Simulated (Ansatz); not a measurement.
Set up this calculation in Ansatz 0.2.0, as the native input.

```yaml
Task: relaxation of cell and atoms
Functional: LDA
Potentials_or_basis: Ansatz PAW
Cutoff: "420 eV (not typed: the program's choice for these potentials)"
k_mesh: 5 × 5 × 8
Occupations: fermi-dirac, width 0.05 eV
Spin: no spin polarisation
```

La2O3:

```xyz
5
Lattice="6.2668 0.0000 0.0000 -3.1334 5.4272 0.0000 0.0000 0.0000 3.2998" Properties=species:S:1:pos:R:3 pbc="T T T"
La    3.1334    1.8091    1.6499
La    0.0000    3.6181    1.6499
O     3.1836    0.0000    0.0000
O    -1.5918    2.7571    0.0000
O     1.5416    2.6701    0.0000
```

The cell comes from a database or a generator and needn't be the stable form of this composition.

The input as run:

input.yaml

```yaml
crystal:
  lattice:
    - [6.2667802772, 0.0, 0.0]
    - [-3.1333901386, 5.42719092, 0.0]
    - [0.0, 0.0, 3.299766]
  atoms:
    - { symbol: La, position: [0.6666666667, 0.3333333333, 0.5] }
    - { symbol: La, position: [0.3333333333, 0.6666666667, 0.5] }
    - { symbol: O, position: [0.50801399, 0.0, 0.0] }
    - { symbol: O, position: [0.0, 0.50801399, 0.0] }
    - { symbol: O, position: [0.49198601, 0.49198601, 0.0] }
hamiltonian:
  xc: lda
  pseudopotentials: { kind: paw }
kpoints:
  mp_grid: { grid: [5, 5, 8] }
scf:
  occupations: { method: fermi_dirac, width: 0.05 }
output:
  forces: true
  stress: true
  eigenvalues: true
relax:
  f_tol: 0.01
  max_steps: 40
  cell: { stress_tol: 0.05 }
```

Potentials or basis: Ansatz PAW.

Launch:

```sh
$ ansatz run input.yaml --threads 2 --pin off --max-ram 5632MiB --backend cpu --events-out ev --progress --plain --runs-dir out
```

It gave:

| Item | Value |
| --- | --- |
| Relaxed volume | 21.89 Å³/atom |
| Relaxed cell | a = 6.254 Å, b = 6.254 Å, c = 3.231 Å, α = 90.00°, β = 90.00°, γ = 120.00° |
| Space group after relaxing (to 0.05 Å) | P6/mmm (No. 191) |
| Energy gained by relaxing | 10.9 meV/atom |
| Ionic steps | 7 |
| Pressure after relaxing | 0.0 GPa |
| Band gap on the k mesh | 1.20 eV, indirect (least direct gap 1.82 eV) |

Caveat: odd divisions of the mesh miss points on the zone boundary, where band edges often lie, so the gap on the mesh can be too wide; the plane-wave basis is chosen anew once the cell has moved, so the energies of steps on either side of that aren't comparable; the pressure holds a Pulay correction of +0.4 GPa for the finite cutoff; spin-orbit coupling is left out, which moves the levels of the heavy elements; the PAW data sets come from PBE, with cores solved anew for the run's functional, which leaves a small shift of forces and pressure.

Run time: 67 s on 2 threads of Arm Neoverse N1 (shared host), peak memory 0.37 GiB.
